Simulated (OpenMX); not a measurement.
Crystal: MgS (Niningerite).

```
CELL_PARAMETERS angstrom
0.00000 2.60165 2.60165
2.60165 0.00000 2.60165
2.60165 2.60165 0.00000
ATOMIC_POSITIONS crystal
S 0.50000 0.50000 0.50000
Mg 0.00000 0.00000 0.00000
```

* Program: OpenMX 3.8.5
* Task: single point
* Functional: PBE
* Potentials or basis: OpenMX 2013 PBE set, S7.0-s2p2d1f1, Mg7.0-s3p2d1, grid cutoff 500 Ry
* k mesh: 9 × 9 × 9
* Occupations: fermi-dirac, width 0.05 eV
* Spin: no spin polarisation

On this cell: pressure 1.9 GPa; largest force zero by symmetry; band gap on the k mesh 2.86 eV, indirect (least direct gap 3.83 eV).

The same run follows on a disturbed copy (atoms moved at random, drawn with an rms of 0.05 Å):

```xyz
2
Lattice="0.0000 2.6016 2.6016 2.6016 0.0000 2.6016 2.6016 2.6016 0.0000" Properties=species:S:1:pos:R:3 pbc="T T T"
S     2.6362    2.6247    2.6092
Mg   -0.0517    0.0080    0.0170
```

Q: What changes?

A: The energy moves by +6.6 meV/atom; pressure 2.1 GPa; largest force 0.289 eV/Å; band gap on the k mesh 2.86 eV, indirect (least direct gap 3.83 eV).

Forces on the atoms (eV/Å):
```
S   -0.283 -0.047  0.030
Mg   0.281  0.038 -0.029
```

Caveats: an odd mesh through Γ misses points on the zone boundary, where band edges often lie; the basis of atomic orbitals isn't converged, which shifts pressures, moduli and gaps.
